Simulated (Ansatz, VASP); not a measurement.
**One calculation of NaH, two programs**

```
Na H
1.0
     0.00000    2.47211    2.47211
     2.47211    0.00000    2.47211
     2.47211    2.47211    0.00000
Na H
1 1
Direct
  0.00000 0.00000 0.00000
  0.50000 0.50000 0.50000
```

Change from the starting cell: volume scaled by 1.04.

Alike in both runs: task single point; functional PBEsol; k mesh 9 × 9 × 9; occupations fermi-dirac, width 0.05 eV; no spin polarisation.

|  | VASP | Ansatz |
| --- | --- | --- |
| version | VASP 6.6.1 | Ansatz 0.2.0 |
| potentials or method | VASP PAW PBE potentials, release 64 (Na_pv, H) | Ansatz PAW |
| plane-wave cutoff (eV) | 520 | 420 |
| valence electrons in the cell | 8 | 10 |

Ansatz gave:

```
gap on the k mesh at the Fermi level (eV) : 3.76
least direct gap on the mesh (eV)         : 4.46
pressure (GPa)                            : -1.9
```

Which values does VASP return?

gap on the k mesh at the Fermi level (eV): 3.75; least direct gap on the mesh (eV): 4.46; pressure (GPa): -1.9.

The functional is the same, so the differences come from potentials, cutoffs and numerics. The two sets of potentials don't hold the same shells in valence.

Caveats: the PAW data sets were made with another functional, which shifts forces and pressure a little (VASP); an odd mesh through Γ misses points on the zone boundary, where band edges often lie (VASP); odd divisions of the mesh miss points on the zone boundary, where band edges often lie, so the gap on the mesh can be too wide (Ansatz); the PAW data sets come from PBE, with cores solved anew for the run's functional, which leaves a small shift of forces and pressure (Ansatz).
